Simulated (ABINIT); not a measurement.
Crystal: Ta.

```
Ta
1.0
    -1.65128    1.65128    1.65128
     1.65128   -1.65128    1.65128
     1.65128    1.65128   -1.65128
Ta
1
Direct
  0.00000 0.00000 0.00000
```

Base run:

| Property | Result |
| --- | --- |
| Program | ABINIT 10.8.3 (patched build) |
| Functional | r2SCAN |
| Potentials or basis | PseudoDojo NC SR PBE v0.4.1 standard |
| Cutoff | 952 eV |
| k mesh | 11 × 11 × 11 |
| Occupations | fermi-dirac, width 0.05 eV |
| Spin | no spin polarisation |

Its results: band gap on the k mesh none (metal or under the smearing width); pressure -1.9 GPa.

**Question.** The run is repeated on the same cell with these changes: potentials or basis from PseudoDojo NC SR PBE v0.4.1 standard to SG15 NC PBE v1.2; cutoff from 952 eV to 844 eV; valence electrons from 13 to 27. What comes out?

**Answer.** Band gap on the k mesh none (metal or under the smearing width); pressure -9.6 GPa.

Caveats: the potentials were made for another functional, which shifts forces and pressure; a meta-GGA on potentials with a model core is unreliable (some runs).
